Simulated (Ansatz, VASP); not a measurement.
# As: VASP beside Ansatz

INCAR

```
PREC = Accurate ; ENCUT = 520
EDIFF = 1E-6 ; ISMEAR = -1
SIGMA = 0.1 ; LREAL = F
LASPH = T ; NELM = 100
ALGO = Fast ; ISIF = 2
LWAVE = F ; LCHARG = F
GGA = B5 ; ALDAX = 1.0
AGGAX = 1.0 ; AGGAC = 1.0
ALDAC = 0.0 ; NBANDS = 12
```

KPOINTS

```
regular mesh
0
Gamma
  10 10 10
```

File POSCAR:

```
As
1.0
    0.0000000000      3.1320414763      3.1320414763
    3.1320414763      0.0000000000      3.1320414763
    3.1320414763      3.1320414763      0.0000000000
As
2
Direct
    0.1250000000      0.1250000000      0.1250000000
    0.8750000000      0.8750000000      0.8750000000
```

Input for Ansatz:

```yaml
crystal:
  lattice:
    - [0.0, 3.1320414763, 3.1320414763]
    - [3.1320414763, 0.0, 3.1320414763]
    - [3.1320414763, 3.1320414763, 0.0]
  atoms:
    - { symbol: As, position: [0.125, 0.125, 0.125] }
    - { symbol: As, position: [0.875, 0.875, 0.875] }
hamiltonian:
  xc: blyp
  pseudopotentials:
    kind: paw
    azcp:
      As: "pseudopotentials/As.paw.azcp"
basis:
  ecutwfc: 420
  fft_grid_basis: typed
kpoints:
  mp_grid: { grid: [10, 10, 10], shift: [0, 0, 0] }
magnetization:
  spin_polarized: false
scf:
  occupations: { method: fermi_dirac, width: 0.1 }
  lower_state_search: "off"
output:
  stress: true
```

Alike in both runs: task single point; functional BLYP; k mesh 10 × 10 × 10; occupations fermi-dirac, width 0.1 eV; no spin polarisation.

```csv
,VASP,Ansatz
version,VASP 6.6.1,Ansatz 0.2.0
potentials or method,"VASP PAW PBE potentials, release 64 (As)","plane waves (420 eV) with PAW, scalar-relativistic"
plane-wave cutoff (eV),520,420
valence electrons in the cell,10,30
```

Ansatz gave:

| Item | Value |
| --- | --- |
| pressure (GPa) | -0.1 |

**Question.** Estimate VASP's values.

**Answer.** Pressure (GPa): 0.1.

The two sets of potentials don't hold the same shells in valence.

Caveats: the PAW data sets were made with another functional, which shifts forces and pressure a little (VASP).
